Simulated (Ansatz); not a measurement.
# MgO: the gap under pressure

MgO, Fm-3m, a = 4.254 Å. Ansatz: PBE, PAW, 420 eV, Γ-centred 10×10×10 mesh on 2 atoms, Gaussian smearing 0.02 eV; no spin polarisation. Cell and atoms are relaxed at each pressure, and no other structure is tried, so the rows at high pressure may lie past a change of phase. The gap is sought over the whole zone. The pressures are the targets, met within 0.07 GPa.

```
P (GPa) gap y (eV)
   -3.0           ?
    0.0       4.462
    3.0       4.649
    8.0       4.930
   15.0       5.296
   30.0       5.984
   60.0       7.109
```

Fit y = E0 + αP + βP² to the other rows and predict the missing gap.

Least squares on the rows shown. y = 4.4747 + 0.057558 P − 0.00022816 P². So α = 57.6 meV/GPa at zero pressure. With a term in P³ added, the coefficient of P becomes 0.06153, 7 % more, which shows how far this figure hangs on the form. At P = -3.0 the fit asked for gives 4.300 eV. The run gave 4.265 eV, so the fit is 0.035 eV too high, 1.2 % of the span of the series, against an rms of 0.009 eV on the fitted rows. The row lies outside the fitted range. With a term in P³ added, a fit to the same known rows predicts 4.276 eV, so most of the miss is curvature that the known rows already hold.

Semilocal functionals give gaps under the measured ones; changes of the gap mostly carry over better.